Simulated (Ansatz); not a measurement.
Start from LaAlO$_{3}$ (space group R-3c, No. 167; a = 5.367 Å, c = 13.108 Å (hexagonal axes)).

All numbers come from r2SCAN (Ansatz, a quantum-chemistry and plane-wave program; PAW; 500 eV plane waves; spin-orbit coupling left out), earlier PAW set.

One change was made to it. Results:

```json
[
 {"quantity": "band gap", "base": "4.38 eV", "after": "4.23 eV"},
 {"quantity": "gap character", "base": "–", "after": "direct at Γ"},
 {"quantity": "shortest interatomic distance", "base": "1.902 Å", "after": "1.824 Å"}
]
```

**Question.** Which of these changes matches the shifts?
A. pressure 30 GPa
B. pressure −1 GPa
C. pressure −2 GPa
D. pressure 4.2 GPa

**Answer.** A, pressure 30 GPa. For comparison, the band gap in the other runs: pressure −2 GPa gives 4.40 eV; pressure 4.2 GPa gives 4.35 eV; pressure −1 GPa gives 4.39 eV.

Load acts through the strain it causes; cell and atoms are relaxed under it. Stability against distortions was not tested. No other phases were tried under pressure. k-point labels follow each cell's own Brillouin zone.
